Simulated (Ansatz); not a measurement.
**An elastic constant from a strain scan in NaCl**

All numbers below come from DFT PBEsol, scalar-relativistic, plane waves, PAW in Ansatz 0.2.0. The runs took a 420 eV cutoff, a Γ-centred 8×8×8 mesh and Gaussian smearing (0.05 eV). No spin polarisation. Energies are free energies at this smearing, counted from the undisturbed cell; pressure is positive in compression.

The undisturbed cell (as given, not relaxed at this level; it stands at -0.8 GPa):

```yaml
crystal:
  lattice:
    - [0.00000, 2.83175, 2.83175]
    - [2.83175, 0.00000, 2.83175]
    - [2.83175, 2.83175, 0.00000]
  atoms:
    - { symbol: Na, position: [0.00000, 0.00000, 0.00000] }
    - { symbol: Cl, position: [0.50000, 0.50000, 0.50000] }
```

The cell is strained by ε times the Voigt pattern (1, -1, 0, 0, 0, 0) (xx, yy, zz, yz, xz, xy; engineering shear) with fractional coordinates fixed. The cell holds 2 atoms in V0 = 45.41 Å³. The stress column is τ = (1/V0) dE/dε, got from the stress tensor σ (compression positive) at each point as −det(1 + εP) σ : P(1 + εP)⁻¹, with P the pattern as a tensor.

```csv
ε,ΔE (meV/atom),τ (GPa)
-0.0875,43.410,-7.906
-0.0750,30.807,-6.358
-0.0625,20.764,-5.009
-0.0500,12.963,-3.821
-0.0375,7.150,-2.759
-0.0250,3.134,-1.789
-0.0125,0.777,-0.879
0.0000,0.000,0.000
0.0125,0.777,0.879
0.0250,3.134,1.789
0.0375,7.150,2.759
0.0500,12.963,3.821
0.0625,20.764,5.009
0.0750,30.807,6.358
0.0875,43.410,7.906
0.1000,?,?
```

Which combination of elastic constants does this scan measure, and how large is it?

For small ε, τ = τ0 + Kε with K = pᵀCp, which for this pattern is 2(C11 − C12) in the cubic axes. The parabola through τ at ε = -0.0125, 0 and 0.0125 has slope K = 70 GPa at zero. The energies per cell, E = NΔE, of the same two points give K = 2[E(ε₊)/ε₊ − E(ε₋)/ε₋]/[(ε₊ − ε₋)V0] = 70 GPa, in agreement.

Predict the withheld row at ε = 0.1000 from the harmonic law, and compare.

ΔE = V0(τ0 ε + Kε²/2)/N = 49.851 meV/atom and τ = 7.03 GPa. The calculation gives 58.960 meV/atom and 9.69 GPa: the energy lies 18 % above the harmonic value.